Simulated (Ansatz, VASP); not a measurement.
## Two plane-wave programs on Fe

```xyz
1
Lattice="2.4123 0.0000 0.0000 0.0000 2.4123 0.0000 0.0000 0.0000 2.4123" Properties=species:S:1:pos:R:3 pbc="T T T"
Fe    0.0000    0.0000    0.0000
```

Alike in both runs: task single point; functional r2SCAN; k mesh 15 × 15 × 15; occupations fermi-dirac, width 0.05 eV; collinear spin.

|  | VASP | Ansatz |
| --- | --- | --- |
| version | VASP 6.6.1 | Ansatz 0.2.0 |
| potentials or method | VASP PAW PBE potentials, release 64 (Fe) | plane waves (500 eV) with PAW, scalar-relativistic |
| plane-wave cutoff (eV) | 520 | 500 |
| valence electrons in the cell | 8 | 16 |

VASP gave:

| Item | Value |
| --- | --- |
| pressure (GPa) | -0.1 |
| net moment per atom (μB) | 2.90 |
| size of the moment on the site where the two differ most (μB) | 2.92 |

Problem. Which values does Ansatz return?

Solution. Pressure (GPa): 0.3; net moment per atom (μB): 2.91; size of the moment on the site where the two differ most (μB): 2.93.

Site moments also hang on the region over which each program counts them. With one functional, cell and mesh, what is left measures potentials, basis and numerics. The two sets of potentials don't hold the same shells in valence. Ansatz warned: «stability_check_not_made».

Caveats: the PAW data sets were made with another functional, which shifts forces and pressure a little (VASP).
